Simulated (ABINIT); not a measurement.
Runs of ABINIT 10.8.3 (patched build) on CuAu. It takes space group P4/mmm (No. 123, tetragonal). Conventional cell: a = 2.811 Å, b = 2.811 Å, c = 3.685 Å, α = 90.00°, β = 90.00°, γ = 90.00°. Au (site symmetry 4/mmm) has 8 Cu at 2.71 Å and 4 Au at 2.81 Å as nearest neighbours. Around Cu (site symmetry 4/mmm) lie 8 Au at 2.71 Å and 4 Cu at 2.81 Å. 

| level | gap on the mesh (eV) | pressure (GPa) |
| --- | --- | --- |
| AM05 | none | -4.3 |
| revPBE | none | (a) |
| PW91 | none | 4.7 |
| PBEsol | none | (b) |
| r2SCAN | none | (c) |
| LDA | none | -8.4 |
| SCAN | none | -3.3 |
| RPBE | none | 8.5 |

Alike in all rows: task band structure; potentials or basis JTH PAW PBE v2.0; no spin polarisation; cell as given; k mesh 9 × 9 × 7; cutoff (eV) 844; smearing fermi-dirac 0.05 eV.

Estimate the missing entries.

(a) 7.4; (b) -3.7; (c) 0.1.

Caveats: the PAW data sets were made with another functional, which shifts forces and pressure a little; spin-orbit coupling is left out, which moves the levels of the heavy elements.

A k mesh can miss the band edges, and the runs leave out spin-orbit coupling on Au.

A gap of «none» marks a metal or a gap under the smearing width.

Runs at the PBE level aren't shown here.
